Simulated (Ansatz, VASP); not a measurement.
# C: VASP beside Ansatz

```
C
1.0
    -1.47592    1.47592    1.83093
     1.47592   -1.47592    1.83093
     1.47592    1.47592   -1.83093
C
3
Direct
  0.50000 0.00000 0.50000
  0.00000 0.50000 0.50000
  0.00000 0.00000 0.00000
```

Alike in both runs: task relaxation of cell and atoms; functional PBE; k mesh 8 × 8 × 8; occupations gaussian, width 0.1 eV; no spin polarisation.

|  | VASP | Ansatz |
| --- | --- | --- |
| version | VASP 6.6.1 | Ansatz 0.2.0 |
| potentials or method | VASP PAW PBE potentials, release 64 (C) | scalar-relativistic, plane waves, PAW |
| plane-wave cutoff (eV) | 600 | 420 |
| valence electrons in the cell | 12 | 12 |

|  | VASP | Ansatz | Ansatz less VASP |
| --- | --- | --- | --- |
| gap on the k mesh at the Fermi level, each at its own relaxed structure (eV) | none | none | - |
| relaxed volume (Å³/atom) | 6.43 | 6.42 | -0.012 |
| relaxed cell length with the largest relative difference (Å) | 2.966 | 2.964 | -0.0021 |
| energy change over the relaxation (meV/atom) | -195 | -194 | +0.6 |

A gap of «none» marks a metal or a gap that the smearing closes.

Caveats: the k mesh is coarse (spacing up to 0.38 Å⁻¹), so the values aren't converged; the volume moved by over 15 % at a fixed basis, so the end points are rough (VASP).
